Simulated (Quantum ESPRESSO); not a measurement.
TePb:

```xyz
2
Lattice="0.0000 3.2310 3.2310 3.2310 0.0000 3.2310 3.2310 3.2310 0.0000" Properties=species:S:1:pos:R:3 pbc="T T T"
Pb    0.0000    0.0000    0.0000
Te    3.2310    3.2310    3.2310
```

* Program: Quantum ESPRESSO 7.5
* Task: phonons
* Functional: BLYP
* Potentials or basis: GBRV 1.5 PBE
* Cutoff: 612 eV
* Density cutoff: 4898 eV
* k mesh: 6 × 6 × 6, shifted
* Occupations: fermi-dirac, width 0.05 eV
* Spin: no spin polarisation
* Mixing beta: 0.5
* Most SCF iterations: 120
* SCF threshold: 4e-10 Ry

The cell and the atoms were relaxed first, to 38.16 Å³/atom (a = 4.761 Å, b = 4.761 Å, c = 4.761 Å, α = 60.00°, β = 60.00°, γ = 60.00°), and the response was taken there.

The first run showed a gap, so the response started from a second, tighter run with fixed occupations.

Problem. What is the highest optical frequency at the zone centre, leaving out the macroscopic field of polar modes?

Solution. 35i cm⁻¹, a mode of symmetry T1u (IR). With the field the highest mode lies at 100 cm⁻¹.

Optical modes at Γ, degenerate ones joined, polar ones without the macroscopic field:
```csv
cm⁻¹,components,symmetry,active in,"IR intensity, summed ((D/Å)²/amu)"
35i,3,T1u,IR,29.64
```

Zone-centre frequencies without and with the macroscopic field along z (cm⁻¹):
```csv
,optical modes in rising order
without,35i 35i 35i
with the field,35i 35i 100
```

Born effective charge tensors (e):
atom 1, Pb
```
5.82 0.00 0.00
0.00 5.82 0.00
0.00 0.00 5.82
```
atom 2, Te
```
-5.81  0.00  0.00
 0.00 -5.81  0.00
 0.00  0.00 -5.81
```

Caveat: the potentials were made for another functional, which shifts forces and pressure; some modes are imaginary.
